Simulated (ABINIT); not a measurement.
The system is Al2Pt.

```
Pt Al
1.0
     0.00000    2.95500    2.95500
     2.95500    0.00000    2.95500
     2.95500    2.95500    0.00000
Pt Al
1 2
Cartesian
  0.0000 0.0000 0.0000
  4.4325 4.4325 4.4325
  1.4775 1.4775 1.4775
```

Base run:

* Program: ABINIT 10.8.3 (patched build)
* Functional: PBEsol
* Potentials or basis: JTH PAW PBE v2.0
* Cutoff: 435 eV
* k mesh: 8 × 8 × 8
* Occupations: fermi-dirac, width 0.05 eV
* Spin: spin-orbit coupling, no magnetisation

Its results: band gap on the k mesh none (metal or under the smearing width); pressure -1.2 GPa.

Q: The run is repeated on the same cell with these changes: spin from spin-orbit coupling, no magnetisation to no spin polarisation. What comes out?

A: Band gap on the k mesh none (metal or under the smearing width); pressure -0.7 GPa.

Caveats: the PAW data sets were made with another functional, which shifts forces and pressure a little; spin-orbit coupling is left out, which moves the levels of the heavy elements (some runs).
